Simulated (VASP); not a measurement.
## GaN: band structure with PBE

**The experiment to reproduce.**

From a printed reference work, textbook, for a bulk crystal of GaN at 0 K: band gap 3.299 eV (direct).

The system is GaN.

```
Ga N
1.0
     0.00000    2.24755    2.24755
     2.24755    0.00000    2.24755
     2.24755    2.24755    0.00000
Ga N
1 1
Cartesian
  0.0000 0.0000 0.0000
  3.3713 3.3713 3.3713
```

The cell is a database's computed one.

- Program: VASP 6.6.1
- Task: band structure
- Functional: PBE
- Potentials or basis: VASP PAW PBE potentials, release 64 (Ga_d, N)
- Cutoff: 520 eV
- k mesh: 10 × 10 × 10
- Occupations: gaussian, width 0.03 eV
- Spin: no spin polarisation
- Further INCAR settings: ALGO = Fast; EDIFF = 1e-07; NBANDS = 16

| Item | Value |
| --- | --- |
| Pressure | 6.6 GPa |
| Band gap on the k mesh | 1.78 eV, direct |
| Band gap along the path | 1.78 eV, direct |

Levels at the corners of the path, in eV from the valence-band top:
```tsv
point	band 6	band 7	band 8	band 9	band 10	band 11	band 12	band 13
Γ	-13.12	0.00	0.00	0.00	1.78	10.35	10.35	10.35
X	-11.45	-6.16	-2.73	-2.73	3.35	6.71	11.76	14.05
X	-11.45	-6.16	-2.73	-2.73	3.35	6.71	11.76	14.05
W	-11.16	-5.73	-3.72	-3.68	6.24	8.46	10.33	11.16
W	-11.16	-5.73	-3.72	-3.68	6.24	8.46	10.33	11.16
K	-11.28	-5.90	-4.29	-2.19	5.01	7.92	11.13	12.91
K	-11.28	-5.90	-4.29	-2.19	5.01	7.92	11.13	12.91
Γ	-13.12	0.00	0.00	0.00	1.78	10.35	10.35	10.35
Γ	-13.12	0.00	0.00	0.00	1.78	10.35	10.35	10.35
L	-11.88	-7.09	-0.98	-0.98	4.69	8.77	10.41	10.41
L	-11.88	-7.09	-0.98	-0.98	4.69	8.77	10.41	10.41
U	-11.28	-5.90	-4.29	-2.19	5.01	7.92	11.13	12.91
U	-11.28	-5.90	-4.29	-2.19	5.01	7.92	11.13	12.91
W	-11.16	-5.73	-3.72	-3.68	6.24	8.46	10.33	11.16
W	-11.16	-5.73	-3.72	-3.68	6.24	8.46	10.33	11.16
L	-11.88	-7.09	-0.98	-0.98	4.69	8.77	10.41	10.41
L	-11.88	-7.09	-0.98	-0.98	4.69	8.77	10.41	10.41
K	-11.28	-5.90	-4.29	-2.19	5.01	7.92	11.13	12.91
U	-11.28	-5.90	-4.29	-2.19	5.01	7.92	11.13	12.91
X	-11.45	-6.16	-2.73	-2.73	3.35	6.71	11.76	14.05
```

Run time: 25 s on 1 thread of Intel(R) Xeon(R) 6975P-C (Granite Rapids), on a shared host, peak memory 0.16 GiB.

Against the measured gap of GaN, 3.299 eV (direct; 0 K; a printed reference work, textbook), the calculated 1.78 eV is off by -1.52 eV. Spin-orbit coupling on Ga is left out. The value is that of PBE, without temperature or zero-point motion. Semilocal functionals fall short of measured gaps as a rule. The cell is a database's relaxed one, not the measured one, which moves gaps too.
